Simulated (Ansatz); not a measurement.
# Ta (fcc type): the cost of one run

Computed with Ansatz 0.2.0 (DFT, PBE, all-electron LAPW, scalar-relativistic, unless a step's input says otherwise).

This is Ta in the fcc structure; at room conditions it is bcc.

**1. The structure to begin with**

It takes space group Fm-3m (No. 225, cubic). Conventional cell: a = 3.527 Å, b = 3.527 Å, c = 3.527 Å, α = 90.00°, β = 90.00°, γ = 90.00°. Around Ta (site symmetry m-3m) lie 12 Ta at 2.49 Å.

Structure file:

```cif
data_structure
_symmetry_space_group_name_H-M 'Fm-3m'
_symmetry_Int_Tables_number 225
_cell_length_a 3.5275
_cell_length_b 3.5275
_cell_length_c 3.5275
_cell_angle_alpha 90.000
_cell_angle_beta 90.000
_cell_angle_gamma 90.000
_cell_volume 43.89
loop_
_atom_site_label
_atom_site_type_symbol
_atom_site_symmetry_multiplicity
_atom_site_Wyckoff_symbol
_atom_site_fract_x
_atom_site_fract_y
_atom_site_fract_z
_atom_site_occupancy
Ta1 Ta 4 a 0.00000 0.00000 0.00000 1
```

The file gives the conventional cell by its symmetry; the runs use the cell typed in the input.

**2. Fcc relaxed under pressure, LAPW**

Contents of input.yaml:

```yaml
crystal:
  lattice:
    - [0.0, 1.7637419627, 1.7637419627]
    - [1.7637419627, 0.0, 1.7637419627]
    - [1.7637419627, 1.7637419627, 0.0]
  atoms:
    - { symbol: Ta, position: [0.0, 0.0, 0.0] }
kpoints:
  mp_grid: { grid: [19, 19, 19] }
scf:
  occupations: { method: fermi_dirac, width: 0.05 }
hamiltonian:
  xc: pbe
  pseudopotentials: { kind: all_electron, lapw: { basis_error: 0.0005 } }
output:
  forces: true
  stress: true
  eigenvalues: true
relax:
  f_tol: 0.005
  max_steps: 12
  cell: { p_target: 270.0, stress_tol: 0.135 }
```

Started as:

```sh
$ ansatz run input.yaml --threads 1 --pin off --max-ram 3584MiB --backend cpu --events-out ev --progress --plain --runs-dir out
```

What time and memory should one allow on 1 thread of Intel Xeon Platinum 8488C (Sapphire Rapids), shared host?

About 68 s, with a peak of 0.6 GiB.
